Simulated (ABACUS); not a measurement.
## Te2Pt (Moncheite) under changes of volume

One of the cells (24.143 Å³/atom); the others are scaled copies at fixed shape and fractional positions:

```
Pt Te
1.0
     4.01000    0.00000    0.00000
    -2.00500    3.47276    0.00000
     0.00000    0.00000    5.20100
Pt Te
1 2
Direct
  0.00000 0.00000 0.00000
  0.66667 0.33333 0.75000
  0.33333 0.66667 0.25000
```

| Property | Result |
| --- | --- |
| Program | ABACUS 3.10.1 |
| Functional | PBE |
| Potentials or basis | PseudoDojo NC SR 0.4.1 PBE standard |
| Cutoff | 1143 eV |
| Density cutoff | 4572 eV |
| Basis | plane waves |
| k mesh | 8 × 8 × 5 |
| Occupations | fermi-dirac, width 0.05 eV |
| Spin | no spin polarisation |

```tsv
volume (Å³/atom)	energy over the lowest point (meV/atom)	pressure (GPa)	largest force (eV/Å)
22.694	173.20	18.7	1.937
23.177	?	?	?
23.660	81.31	12.0	1.324
24.143	49.57	9.1	1.051
24.626	25.99	6.5	0.804
25.108	9.72	4.2	0.579
25.591	0.00	2.2	0.375
```

Task: What does the run at 23.177 Å³/atom give?

Result: Energy over the lowest point 122.17 meV/atom; pressure 15.1 GPa; largest force 1.618 eV/Å.

Worked out: A Birch-Murnaghan fit of order 3 (a polynomial in V^(-2/3)) to the other rows has its minimum at 26.18 Å³/atom, just outside them, with B0 = V·E''(V) = 93 GPa and B' = 4.9 at fixed shape and positions, which overstates the stiffness. It gives 122.17 meV/atom at 23.177 Å³/atom, against the run's 122.17, and -dE/dV = 15.2 GPa, against 15.1.

Energies are extrapolated to zero smearing.

Caveats: forces of over 1 eV/Å show positions far from the minimum, so gaps and moduli don't describe the material at rest (some runs).
